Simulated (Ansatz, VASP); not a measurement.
## One calculation of Fe, two programs

INCAR

```
SYSTEM = Fe
PREC     = Accurate       ! precision mode
ENCUT    = 600            ! plane-wave cutoff, eV
EDIFF    = 1E-7           ! SCF threshold, eV
ISMEAR   = -1             ! smearing method
SIGMA    = 0.05           ! smearing width, eV
LREAL    = .FALSE.        ! projectors in reciprocal space
LASPH    = .TRUE.         ! aspherical terms in the spheres
NELM     = 150            ! most SCF steps
ALGO     = Normal         ! electronic algorithm
ISIF     = 3              ! what is computed and relaxed
LWAVE    = .FALSE.        ! write WAVECAR
LCHARG   = .FALSE.        ! write CHGCAR
ISPIN    = 2              ! spin polarisation
MAGMOM   = 3              ! initial moments
LORBIT   = 11             ! projections on sites
LMAXMIX  = 4              ! l up to which the mixer works
GGA      = PE             ! functional
IBRION   = 2              ! ionic algorithm
NSW      = 60             ! ionic steps
EDIFFG   = -0.01          ! ionic threshold
```

Contents of KPOINTS:

```
regular mesh
0
G
  13 13 13
  0 0 0
```

Contents of POSCAR:

```
Fe
1.0
   -1.4430000000      1.4430000000      1.4430000000
    1.4430000000     -1.4430000000      1.4430000000
    1.4430000000      1.4430000000     -1.4430000000
Fe
1
Direct
    0.0000000000      0.0000000000      0.0000000000
```

File input.yaml:

```yaml
crystal:
  lattice:
    - [-1.443, 1.443, 1.443]
    - [1.443, -1.443, 1.443]
    - [1.443, 1.443, -1.443]
  atoms:
    - { symbol: Fe, position: [0.0, 0.0, 0.0], spin: 3.0 }
hamiltonian:
  xc: pbe
  pseudopotentials: { kind: paw }
magnetization:
  spin_polarized: true
kpoints:
  mp_grid: { grid: [13, 13, 13] }
scf:
  occupations: { method: fermi_dirac, width: 0.05 }
output:
  forces: true
  stress: true
  eigenvalues: true
relax:
  f_tol: 0.01
  max_steps: 40
  cell: { stress_tol: 0.05 }
```

Alike in both runs: task relaxation of cell and atoms; functional PBE; k mesh 13 × 13 × 13; occupations fermi-dirac, width 0.05 eV; collinear spin.

```csv
,VASP,Ansatz
version,VASP 6.6.1,Ansatz 0.2.0
potentials or method,"VASP PAW PBE potentials, release 64 (Fe)",Ansatz PAW
plane-wave cutoff (eV),600,420
valence electrons in the cell,8,16
```

```tsv
	VASP	Ansatz	Ansatz less VASP
gap on the k mesh at the Fermi level, each at its own relaxed structure (eV)	none	none	-
net moment per atom (μB)	2.13	2.12	-0.011
size of the moment on the site where the two differ most (μB)	2.13	2.16	+0.038
relaxed volume (Å³/atom)	11.29	11.31	+0.018
relaxed cell length with the largest relative difference (Å)	2.448	2.449	+0.0013
energy change over the relaxation (meV/atom)	-23	-24	-0.1
```

Site moments also hang on the region over which each program counts them. A gap of «none» marks a metal or a gap that the smearing closes. The two sets of potentials don't hold the same shells in valence.

Caveats: the plane-wave basis is chosen anew once the cell has moved, so the energies of steps on either side of that aren't comparable (Ansatz).
